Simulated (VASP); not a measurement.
# AlP (F-43m) in VASP: notebook, part 2 of 2

VASP 6.6.1. The steps go on from the part before.

## 5. Single point, PBEsol (strained and moved within the space group)

INCAR reads:

```
SYSTEM = AlP
PREC = Accurate
ENCUT = 520
EDIFF = 1E-7
ISMEAR = 0
SIGMA = 0.02
LREAL = .False.
LASPH = .True.
NELM = 100
ALGO = Fast
ISIF = 2
LWAVE = .False.
LCHARG = .True.
GGA = PS
LELF = .True.
LVHAR = .True.
NBANDS = 11
```

KPOINTS reads:

```
Automatic mesh
0
Gamma
  8 8 8
  0 0 0
```

POSCAR reads:

```
AlP
1.0
    0.0000000000      2.7719152650      2.7719152650
    2.7719152650      0.0000000000      2.7719152650
    2.7719152650      2.7719152650      0.0000000000
Al P
1 1
Direct
    0.0000000000      0.0000000000      0.0000000000
    0.7500000000      0.7500000000      0.7500000000
```

Potentials or basis: VASP PAW PBE potentials, release 64 (Al, P).

Command:

```console
> cat potpaw_PBE.64/Al/POTCAR potpaw_PBE.64/P/POTCAR > POTCAR
> mpirun -np 1 vasp_std > vasp.out
```

OUTCAR:

```text
SYSTEM = AlP
   PREC = Accurate
   ENCUT = 520
   EDIFF = 1E-7
   ISMEAR = 0
   LREAL = .False.
   LASPH = .True.
   NELM = 100
   ISIF = 2
   GGA = PS

 ion  position               nearest neighbor table
   1  0.000  0.000  0.000-   2 2.40   2 2.40   2 2.40   2 2.40
   2  0.750  0.750  0.750-   1 2.40   1 2.40   1 2.40   1 2.40

  LATTYP: Found a face centered cubic cell.
 ALAT       =     5.5438305300

  Lattice vectors:

 A1 = (   0.0000000000,   2.7719152650,   2.7719152650)
 A2 = (   2.7719152650,   0.0000000000,   2.7719152650)
 A3 = (   2.7719152650,   2.7719152650,   0.0000000000)

Analysis of symmetry for initial positions (statically):
=====================================================================
 Subroutine PRICEL returns:
 Original cell was already a primitive cell.

 Routine SETGRP: Setting up the symmetry group for a
 face centered cubic supercell.

 Subroutine GETGRP returns: Found 24 space group operations
 (whereof 24 operations were pure point group operations)
 out of a pool of 48 trial point group operations.

The static configuration has the point symmetry T_d .

Analysis of symmetry for dynamics (positions and initial velocities):
=====================================================================
 Subroutine PRICEL returns:
 Original cell was already a primitive cell.

 Routine SETGRP: Setting up the symmetry group for a
 face centered cubic supercell.

 Subroutine GETGRP returns: Found 24 space group operations
 (whereof 24 operations were pure point group operations)
 out of a pool of 48 trial point group operations.

The dynamic configuration has the point symmetry T_d .

 Subroutine INISYM returns: Found 24 space group operations
 (whereof 24 operations are pure point group operations),
 and found     1 'primitive' translations

----------------------------------------------------------------------------------------

                                     Primitive cell

  volume of cell :      42.5961
[... 118 lines left out ...]
   LEPSILON=     F    determine dielectric tensor
   LRPA    =     F    only Hartree local field effects (RPA)
 non-spin polarized calculation
 RMM-DIIS sequential band-by-band and
 Gauss-broadening in eV      SIGMA  =   0.02
  energy-cutoff  :      520.00
  volume of cell :       42.60
 maximum number of plane-waves:      1174
 NGX is ok and might be reduce to    30
   NGX = 15   NGY = 15   NGZ = 15

 number of electron       8.0000000 magnetization

 Free energy of the ion-electron system (eV)
  ---------------------------------------------------
  ext. energy  EPLUGINS =         0.00000000
  ---------------------------------------------------
  free energy    TOTEN  =       -10.97855270 eV

  energy without entropy =      -10.97855270  energy(sigma->0) =      -10.97855270

 E-fermi :   4.2538     XC(G=0):  -9.1906

 val. band max:        4.1250629694   @ k =   0.0000   0.0000   0.0000
 cond. band min:       5.6496296957   @ k =   0.5000   0.5000   0.0000
 fundamental gap:      1.5245667263
 Fermi energy:         4.2538024706

 k-point     1 :       0.0000    0.0000    0.0000
  band No.  band energies     occupation
      1      -7.1450      2.00000
      2       4.1251      2.00000
      3       4.1251      2.00000
      4       4.1251      2.00000
      5       6.9480      0.00000
      6       8.5731      0.00000
      7       8.5731      0.00000
      8       8.5731      0.00000
      9      12.8728      0.00000
     10      12.8728      0.00000
     11      13.9046      0.00000
[... 309 lines left out ...]
 k-point    24 :      -0.3750    0.2500    0.1250
  band No.  band energies     occupation
      1      -5.2627      2.00000
      2      -0.9189      2.00000
      3       1.5986      2.00000
      4       2.6919      2.00000
      5       7.9316      0.00000
      6       8.4977      0.00000
      7      10.8075      0.00000
      8      11.5969      0.00000
      9      12.8405      0.00000
     10      15.2858      0.00000
     11      16.4999      0.00000

 [... further k-points ...]

------------------------ aborting loop because EDIFF is reached ----------------------------------------

  FORCE on cell =-STRESS in cart. coord.  units (eV):
  Direction    XX          YY          ZZ          XY          YZ          ZX
  --------------------------------------------------------------------------------------
  -------------------------------------------------------------------------------------
  Total       -0.8419636     -0.8419636     -0.8419636      0.0000000      0.0000000     -0.0000000
  in kB      -31.6689793    -31.6689793    -31.6689793      0.0000000      0.0000000     -0.0000000
  external PRESSURE =     -31.6689793 kB  Pullay stress =       0.0000000 kB

 VOLUME and BASIS-vectors are now :
 -----------------------------------------------------------------------------
  energy-cutoff  :      520.00
  volume of cell :       42.60
      direct lattice vectors                 reciprocal lattice vectors
     0.000000000  2.771915265  2.771915265    -0.180380694  0.180380694  0.180380694
     2.771915265  0.000000000  2.771915265     0.180380694 -0.180380694  0.180380694
     2.771915265  2.771915265  0.000000000     0.180380694  0.180380694 -0.180380694

 POSITION                                       TOTAL-FORCE (eV/Angst)
 -----------------------------------------------------------------------------------
      0.00000      0.00000      0.00000         0.000000      0.000000      0.000000
      4.15787      4.15787      4.15787        -0.000000     -0.000000     -0.000000
 -----------------------------------------------------------------------------------
    total drift:                                0.000000      0.000000      0.000000

  FREE ENERGIE OF THE ION-ELECTRON SYSTEM (eV)
  ---------------------------------------------------
  free  energy   TOTEN  =       -10.9785527031 eV

  energy  without entropy=      -10.9785527031  energy(sigma->0) =      -10.97855270
```

OSZICAR:

```text
N       E                     dE             d eps       ncg     rms          rms(c)
DAV:   1     0.984320792314E+01    0.98432E+01   -0.30403E+03   638   0.550E+02
DAV:   2    -0.104872985310E+02   -0.20331E+02   -0.19177E+02   823   0.865E+01
DAV:   3    -0.113223057116E+02   -0.83501E+00   -0.83376E+00   814   0.172E+01
DAV:   4    -0.113300612849E+02   -0.77556E-02   -0.77549E-02   777   0.199E+00
DAV:   5    -0.113301868849E+02   -0.12560E-03   -0.12560E-03   790   0.240E-01    0.419E+00
RMM:   6    -0.110290592133E+02    0.30113E+00   -0.23870E-01   642   0.202E+00    0.266E+00
RMM:   7    -0.109815238044E+02    0.47535E-01   -0.14334E-01   666   0.170E+00    0.115E+00
RMM:   8    -0.109788425590E+02    0.26812E-02   -0.13409E-02   683   0.726E-01    0.177E-01
RMM:   9    -0.109784797662E+02    0.36279E-03   -0.25673E-03   750   0.311E-01    0.755E-02
RMM:  10    -0.109785506771E+02   -0.70911E-04   -0.43431E-04   738   0.155E-01    0.299E-02
RMM:  11    -0.109785519990E+02   -0.13219E-05   -0.94786E-05   741   0.758E-02    0.295E-02
RMM:  12    -0.109785524322E+02   -0.43319E-06   -0.15637E-05   774   0.307E-02    0.957E-03
RMM:  13    -0.109785526866E+02   -0.25441E-06   -0.57820E-06   770   0.166E-02    0.267E-03
RMM:  14    -0.109785527575E+02   -0.70852E-07   -0.13343E-06   788   0.854E-03    0.400E-03
RMM:  15    -0.109785528794E+02   -0.12190E-06   -0.35628E-07   639   0.422E-03    0.747E-03
RMM:  16    -0.109785527336E+02    0.14577E-06   -0.93244E-08   462   0.225E-03    0.226E-03
RMM:  17    -0.109785527031E+02    0.30544E-07   -0.22576E-08   424   0.114E-03
   1 F= -.10978553E+02 E0= -.10978553E+02  d E =-.668997E-22
```

Run time: 8.8 s. Hardware: 1 thread of Intel Xeon 6975P-C (Granite Rapids), shared host; peak memory 0.16 GiB.

Results:

```yaml
Free_energy: -10.9786 eV
Pressure: -3.2 GPa
Band_gap_on_the_k_mesh: 1.52 eV, indirect (least direct gap 2.82 eV)
```

Caveat: the PAW data sets were made with another functional, which shifts forces and pressure a little. A k mesh can miss the band edges.

## 6. Summary

```csv
task,cell,k mesh,cutoff (eV),smearing,gap on the mesh (eV),pressure (GPa)
single point,"F-43m, 20.46 Å³/atom",8 × 8 × 8,520,gaussian 0.02 eV,1.45,0.0
relaxation of cell and atoms,relaxed,8 × 8 × 8,600,gaussian 0.02 eV,1.45,0.0
single point,"F-43m, 20.25 Å³/atom",6 × 6 × 6,520,gaussian 0.1 eV,1.42,1.0
single point,strained and moved within the space group,8 × 8 × 8,520,gaussian 0.02 eV,1.52,-3.2
```

Alike in all rows: level PBEsol; potentials or basis VASP PAW PBE potentials, release 64 (Al, P); no spin polarisation.

Caveats: the PAW data sets were made with another functional, which shifts forces and pressure a little.

Absolute energies hang on the potentials; compare differences alone.

## 7. Against experiment

Step 2. Measured gap of AlP: 2.505 eV (indirect; 4.2 K; a printed reference work, data compilation). This calculation gives 1.45 eV (-1.06 eV). The value is that of PBEsol on a finite k mesh, which can miss the band edges, without temperature or zero-point motion. Semilocal functionals fall short of measured gaps as a rule.

Step 4. A measured gap of AlP is 2.505 eV (indirect; 4.2 K; a printed reference work, data compilation); the calculated 1.42 eV misses it by -1.08 eV. The value is that of PBEsol on a finite k mesh, which can miss the band edges, without temperature or zero-point motion. Semilocal functionals fall short of measured gaps as a rule.
